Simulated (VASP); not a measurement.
# TiSi (Cmmm) in VASP: a series of runs

One crystal, TiSi, is run at these levels: LDA; tasks: single point.

Everything below comes from runs of VASP 6.6.1. Logs are shortened: lines on timing, memory, paths and dates and some standing lists are left out, and cuts for length are marked.

### 1 The cell of the first run

Symmetry: Cmmm, No. 65, orthorhombic system. Conventional cell: a = 3.632 Å, b = 4.235 Å, c = 3.918 Å, α = 90.00°, β = 90.00°, γ = 90.00°. Ti (site symmetry mmm) is surrounded by 8 Si at 2.67 to 2.88 Å and 4 Ti at 2.79 Å. Si (site symmetry mmm) has 8 Ti at 2.67 to 2.88 Å and 4 Si at 2.79 Å as nearest neighbours.

The cell comes from a database or a generator and needn't be the stable form of this composition.

### 2 Single point, LDA (strain +0.000 along x and y, +0.030 along z, atoms carried along)

INCAR

```
SYSTEM = TiSi
PREC = Accurate
ENCUT = 520
EDIFF = 1E-6
ISMEAR = 0
SIGMA = 0.15
LREAL = .FALSE.
LASPH = .TRUE.
NELM = 100
ALGO = Fast
ISIF = 2
LWAVE = .FALSE.
LCHARG = .FALSE.
GGA = CA
NBANDS = 15
```

KPOINTS

```
Automatic mesh
0
G
  18 18 12
  0 0 0
```

POSCAR

```
TiSi
1.0
    1.8161780000     -2.1176240000      0.0000000000
    1.8161780000      2.1176240000      0.0000000000
    0.0000000000      0.0000000000      3.9180520200
Ti Si
1 1
Direct
    0.5000000000      0.5000000000      0.0000000000
    0.0000000000      0.0000000000      0.5000000000
```

Potentials or basis: VASP PAW LDA potentials, release 64 (Ti_sv, Si).

Launch:

```sh
$ cat potpaw_LDA.64/Ti_sv/POTCAR potpaw_LDA.64/Si/POTCAR > POTCAR
$ mpirun -np 1 vasp_std > vasp.out
```

OUTCAR:

```text
SYSTEM = TiSi
   PREC = Accurate
   ENCUT = 520
   EDIFF = 1E-6
   ISMEAR = 0
   LREAL = .FALSE.
   LASPH = .TRUE.
   NELM = 100
   ISIF = 2
   GGA = CA

 ion  position               nearest neighbor table
   1  0.500  0.500  0.000-   2 2.67   2 2.67   2 2.67   2 2.67   2 2.88   2 2.88   2 2.88   2 2.88

   2  0.000  0.000  0.500-   1 2.67   1 2.67   1 2.67   1 2.67   1 2.88   1 2.88   1 2.88   1 2.88

  LATTYP: Found a base centered orthorhombic cell.
 ALAT       =     3.6323560000
 B/A-ratio  =     1.1659782246
 C/A-ratio  =     1.0786530891

  Lattice vectors:

 A1 = (   1.8161780000,  -2.1176240000,   0.0000000000)
 A2 = (   1.8161780000,   2.1176240000,   0.0000000000)
 A3 = (   0.0000000000,   0.0000000000,   3.9180520200)

Analysis of symmetry for initial positions (statically):
=====================================================================
 Subroutine PRICEL returns:
 Original cell was already a primitive cell.

 Routine SETGRP: Setting up the symmetry group for a
 base centered orthorhombic supercell.

 Subroutine GETGRP returns: Found  8 space group operations
 (whereof  8 operations were pure point group operations)
 out of a pool of  8 trial point group operations.

The static configuration has the point symmetry D_2h.

Analysis of symmetry for dynamics (positions and initial velocities):
=====================================================================
 Subroutine PRICEL returns:
 Original cell was already a primitive cell.

 Routine SETGRP: Setting up the symmetry group for a
 base centered orthorhombic supercell.

 Subroutine GETGRP returns: Found  8 space group operations
 (whereof  8 operations were pure point group operations)
 out of a pool of  8 trial point group operations.

The dynamic configuration has the point symmetry D_2h.

 Subroutine INISYM returns: Found  8 space group operations
 (whereof  8 operations are pure point group operations),
 and found     1 'primitive' translations

----------------------------------------------------------------------------------------

                                     Primitive cell

  volume of cell :      30.1375

  direct lattice vectors                    reciprocal lattice vectors
     1.816178000 -2.117624000  0.000000000     0.275303412 -0.236113682  0.000000000
     1.816178000  2.117624000  0.000000000     0.275303412  0.236113682  0.000000000
     0.000000000  0.000000000  3.918052020     0.000000000  0.000000000  0.255228873

  length of vectors
     2.789773097  2.789773097  3.918052020     0.362686696  0.362686696  0.255228873

  position of ions in fractional coordinates (direct lattice)
     0.500000000  0.500000000  0.000000000
     0.000000000  0.000000000  0.500000000

  ion indices of the primitive-cell ions
   primitive index   ion index
                 1           1
                 2           2

----------------------------------------------------------------------------------------

 KPOINTS: Automatic mesh

Automatic generation of k-mesh.
 Grid dimensions read from file:
 generate k-points for:   18   18   12

 Generating k-lattice:

  Cartesian coordinates                     Fractional coordinates (reciprocal lattice)
     0.015294634 -0.013117427  0.000000000     0.055555556  0.000000000  0.000000000
     0.015294634  0.013117427  0.000000000     0.000000000  0.055555556  0.000000000
     0.000000000  0.000000000  0.021269073     0.000000000  0.000000000  0.083333333

  Length of vectors
     0.020149261  0.020149261  0.021269073

  Shift w.r.t. Gamma in fractional coordinates (k-lattice)
     0.000000000  0.000000000  0.000000000

 Subroutine IBZKPT returns following result:
 ===========================================

 Found    637 irreducible k-points:

 Following reciprocal coordinates:
            Coordinates               Weight
  0.000000  0.000000  0.000000      1.000000
  0.055556  0.000000  0.000000      4.000000
  0.111111  0.000000  0.000000      4.000000
  0.166667  0.000000  0.000000      4.000000
  0.222222  0.000000  0.000000      4.000000
  0.277778  0.000000  0.000000      4.000000
[... 16 lines left out ...]
 -0.277778  0.055556  0.000000      4.000000
 -0.222222  0.055556  0.000000      4.000000
 [... further k-points ...]
   k-points           NKPTS =    637   k-points in BZ     NKDIM =    637   number of bands    NBANDS=     15
   number of dos      NEDOS =    301   number of ions     NIONS =      2
   total plane-waves  NPLWV =  17280
   dimension x,y,z NGX =    24 NGY =   24 NGZ =   30
   dimension x,y,z NGXF=    48 NGYF=   48 NGZF=   60
   ions per type =               1   1
   NGX,Y,Z   is equivalent  to a cutoff of  14.30, 14.30, 12.73 a.u.
   NGXF,Y,Z  is equivalent  to a cutoff of  28.60, 28.60, 25.46 a.u.
 SYSTEM =  TiSi
   PREC   = accura    normal or accurate (medium, high low for compatibility)
   ISTART =      0    job   : 0-new  1-cont  2-samecut
   ICHARG =      2    charge: 1-file 2-atom 10-const
   ISPIN  =      1    spin polarized calculation?
   LNONCOLLINEAR =      F non collinear calculations
   LSORBIT =      F    spin-orbit coupling
   LASPH  =      T    aspherical Exc in radial PAW
   ENCUT  =  520.0 eV  38.22 Ry    6.18 a.u.   5.19  5.19  7.28*2*pi/ulx,y,z
   NELM   =    100;   NELMIN=  2; NELMDL= -5     # of ELM steps
   EDIFF  = 0.1E-05   stopping-criterion for ELM
   LREAL  =      F    real-space projection
[... 7 lines left out ...]
   TEBEG  =    0.0;   TEEND  =   0.0 temperature during run
   PSTRESS=    0.0 pullay stress
   NELECT =      16.0000    total number of electrons
   NUPDOWN=      -1.0000    fix difference up-down
   EMIN   =  10.00;   EMAX   =-10.00  energy-range for DOS
   EFERMI =   0.00;   METHOD = LEGACY
   ISMEAR =     0;   SIGMA  =   0.15  broadening in eV -4-tet -1-fermi 0-gaus
   EFERMI_NEDOS =   21; number of points for ismear=-14 and -15
   IALGO  =     68    algorithm
   IMIX   =      4    mixing-type and parameters
     AMIX     =   0.40;   BMIX     =  1.00
     AMIX_MAG =   1.60;   BMIX_MAG =  1.00
  volume/ion in A,a.u.               =      15.07       101.69
  Fermi-wavevector in a.u.,A,eV,Ry     =   1.325600  2.505020 23.908349  1.757214
  Thomas-Fermi vector in A             =   2.455048
   LORBIT       =      0    0 simple, 1 ext, 2 COOP (PROOUT), +10 PAW based schemes
   GGA     = CA    functional components
   LHFCALC =     F    Hartree Fock is set to
   AEXX    =    0.0000 exact exchange contribution
   IVDW    =     0    specifies the selected vdW correction
   LEPSILON=     F    determine dielectric tensor
   LRPA    =     F    only Hartree local field effects (RPA)
 non-spin polarized calculation
 RMM-DIIS sequential band-by-band and
 Gauss-broadening in eV      SIGMA  =   0.15
  energy-cutoff  :      520.00
  volume of cell :       30.14
 maximum number of plane-waves:       832
 NGX is ok and might be reduce to    24
   NGX = 11   NGY = 11   NGZ = 15

 number of electron      16.0000001 magnetization

 Free energy of the ion-electron system (eV)
  ---------------------------------------------------
  ext. energy  EPLUGINS =         0.00000000
  ---------------------------------------------------
  free energy    TOTEN  =       -15.67403273 eV

  energy without entropy =      -15.66108521  energy(sigma->0) =      -15.66755897

 E-fermi :   9.6277     XC(G=0): -11.7914

 val. band max:        9.6268714980   @ k =   0.2778   0.2222   0.5000
 cond. band min:       9.6316798791   @ k =   0.2222   0.2222   0.3333
 fundamental gap:      0.0048083811
 Fermi energy:         9.6276925969

 k-point     1 :       0.0000    0.0000    0.0000
  band No.  band energies     occupation
      1     -46.4531      2.00000
      2     -23.2470      2.00000
      3     -22.8178      2.00000
      4     -22.7060      2.00000
      5      -1.9060      2.00000
      6       7.2262      2.00000
      7       7.7109      2.00000
      8       8.5628      2.00000
      9      11.2626      0.00000
     10      11.8666      0.00000
     11      12.4586      0.00000
     12      14.8529      0.00000
     13      15.3693      0.00000
     14      15.6750      0.00000
     15      18.0299      0.00000

 k-point     2 :       0.0556    0.0000    0.0000
  band No.  band energies     occupation
      1     -46.4509      2.00000
      2     -23.2448      2.00000
      3     -22.8260      2.00000
      4     -22.7141      2.00000
      5      -1.8445      2.00000
      6       7.2797      2.00000
      7       7.6776      2.00000
      8       8.5694      2.00000
      9      11.3125      0.00000
     10      11.8732      0.00000
     11      12.3881      0.00000
     12      14.4340      0.00000
     13      15.4247      0.00000
     14      15.5180      0.00000
     15      18.4950      0.00000

 k-point     3 :       0.1111    0.0000    0.0000
  band No.  band energies     occupation
      1     -46.4446      2.00000
      2     -23.2386      2.00000
      3     -22.8576      2.00000
      4     -22.7294      2.00000
      5      -1.6611      2.00000
      6       7.4290      2.00000
      7       7.5837      2.00000
      8       8.5619      2.00000
      9      11.4492      0.00000
     10      11.9036      0.00000
     11      12.2058      0.00000
     12      13.4314      0.00000
     13      15.4300      0.00000
     14      15.6170      0.00000
     15      19.1912      0.00000
[... 343 lines left out ...]
 k-point    23 :      -0.2778    0.0556    0.0000
  band No.  band energies     occupation
      1     -46.4089      2.00000
      2     -23.2033      2.00000
      3     -23.0941      2.00000
      4     -22.7492      2.00000
      5      -0.4472      2.00000
      6       7.1984      2.00000
      7       7.2016      2.00000
      8       8.4301      2.00000
      9      11.2482      0.00000
     10      11.5218      0.00000
     11      11.9496      0.00000
     12      12.7861      0.00000
     13      15.3540      0.00000
     14      16.8822      0.00000
     15      20.0303      0.00000

 k-point    24 :      -0.2222    0.0556    0.0000
  band No.  band energies     occupation
      1     -46.4215      2.00000
      2     -23.2158      2.00000
      3     -22.9998      2.00000
      4     -22.7532      2.00000
      5      -0.9560      2.00000
      6       7.3697      2.00000
      7       7.7531      2.00000
      8       8.3694      2.00000
      9      11.3833      0.00000
     10      11.4782      0.00000
     11      11.9951      0.00000
     12      12.4871      0.00000
     13      15.4218      0.00000
     14      16.3934      0.00000
     15      19.9879      0.00000

 [... further k-points ...]
[... 5 lines left out ...]
  --------------------------------------------------------------------------------------
  -------------------------------------------------------------------------------------
  Total       -1.9870477     -1.8889969     -2.6310940     -0.0000000      0.0000000      0.0000000
  in kB     -105.6358697   -100.4232758   -139.8748068     -0.0000000      0.0000000      0.0000000
  external PRESSURE =    -115.3113174 kB  Pullay stress =       0.0000000 kB

 VOLUME and BASIS-vectors are now :
 -----------------------------------------------------------------------------
  energy-cutoff  :      520.00
  volume of cell :       30.14
      direct lattice vectors                 reciprocal lattice vectors
     1.816178000 -2.117624000  0.000000000     0.275303412 -0.236113682  0.000000000
     1.816178000  2.117624000  0.000000000     0.275303412  0.236113682  0.000000000
     0.000000000  0.000000000  3.918052020     0.000000000  0.000000000  0.255228873

 POSITION                                       TOTAL-FORCE (eV/Angst)
 -----------------------------------------------------------------------------------
      1.81618      0.00000      0.00000         0.000000     -0.000000      0.000000
      0.00000      0.00000      1.95903        -0.000000      0.000000      0.000000
 -----------------------------------------------------------------------------------
    total drift:                               -0.000000     -0.000000     -0.000000

  FREE ENERGIE OF THE ION-ELECTRON SYSTEM (eV)
  ---------------------------------------------------
  free  energy   TOTEN  =       -15.6740327252 eV

  energy  without entropy=      -15.6610852130  energy(sigma->0) =      -15.66755897
```

It took 3.5 min on 1 thread of Intel Xeon Platinum 8488C (Sapphire Rapids), shared host; peak memory 0.37 GiB.

What came out:

- Free energy: -15.6740 eV
- Pressure: -11.5 GPa
- Band gap on the k mesh: none (metal or under the smearing width)

Stress tensor (GPa, compression positive):
```
-10.56   0.00   0.00
  0.00 -10.04   0.00
  0.00   0.00 -13.99
```

Levels at points of the mesh, in eV from the Fermi level:
```
           k point  band 4  band 5  band 6  band 7  band 8  band 9  band 10  band 11  band 12  band 13
(0.00, 0.00, 0.00)  -32.33  -11.53   -2.40   -1.92   -1.06    1.63     2.24     2.83     5.23     5.74
(0.50, 0.00, 0.00)  -32.35   -7.49   -6.14   -2.89   -0.83    1.64     2.25     4.10     4.59     4.93
(0.50, 0.50, 0.00)  -32.74   -5.57   -3.59   -1.38   -1.16   -0.91    -0.32     2.46     2.97     4.13
(0.00, 0.00, 0.50)  -32.33  -10.33   -6.35   -0.83    0.30    0.73     1.70     2.89     7.12     7.81
(0.50, 0.00, 0.50)  -32.35   -7.79   -4.74   -2.46   -1.68    1.16     1.77     1.85     2.89     5.75
(0.50, 0.50, 0.50)  -32.76   -4.65   -3.64   -3.16   -3.15    1.93     2.65     2.71     3.66     4.13
```

### 3 Single point, LDA (strain +0.000 along x and y, -0.030 along z, atoms carried along)

INCAR

```
PREC = Accurate ; ENCUT = 520
EDIFF = 1E-6 ; ISMEAR = 0
SIGMA = 0.15 ; LREAL = False
LASPH = True ; NELM = 100
ALGO = Fast ; ISIF = 2
LWAVE = False ; LCHARG = False
GGA = CA ; NBANDS = 15
```

KPOINTS

```
Automatic mesh
0
Gamma
  18 18 12
```

Edit POSCAR of step 2 so:

```diff
@@ -4,3 +4,3 @@
     1.8161780000      2.1176240000      0.0000000000
-    0.0000000000      0.0000000000      3.9180520200
+    0.0000000000      0.0000000000      3.6898159800
 Ti Si
```

Potentials or basis: VASP PAW LDA potentials, release 64 (Ti_sv, Si).

Launch:

```sh
$ cat potpaw_LDA.64/Ti_sv/POTCAR potpaw_LDA.64/Si/POTCAR > POTCAR
$ mpirun -np 1 vasp_std > vasp.out
```

Run time: 3.5 min. Hardware: 1 thread of Intel Xeon Platinum 8488C (Sapphire Rapids), shared host; peak memory 0.36 GiB.

The run converged. Its results:

```yaml
Free_energy: -15.7538 eV
Pressure: -3.1 GPa
Band_gap_on_the_k_mesh: none (metal or under the smearing width)
```

Stress tensor (GPa, compression positive):
```
-4.54  0.00  0.00
 0.00 -4.75  0.00
 0.00  0.00  0.02
```

Levels at points of the mesh, in eV from the Fermi level:
```csv
k point,band 4,band 5,band 6,band 7,band 8,band 9,band 10,band 11,band 12,band 13
"(0.00, 0.00, 0.00)",-32.21,-11.74,-2.38,-1.23,-1.18,1.64,2.33,2.84,5.06,5.82
"(0.50, 0.00, 0.00)",-32.23,-7.65,-6.37,-2.75,-0.86,1.54,2.33,4.37,5.11,5.74
"(0.50, 0.50, 0.00)",-32.59,-6.01,-3.76,-1.54,-1.36,-0.81,-0.31,3.13,3.39,4.22
"(0.00, 0.00, 0.50)",-32.21,-10.22,-6.46,-0.82,0.43,0.83,1.57,2.94,6.95,8.08
"(0.50, 0.00, 0.50)",-32.23,-7.96,-4.67,-2.58,-1.72,1.57,1.74,1.78,3.63,5.94
"(0.50, 0.50, 0.50)",-32.63,-4.95,-3.96,-3.53,-3.09,2.29,2.69,2.80,4.23,4.44
```

(Continued in part 2 of 2.)
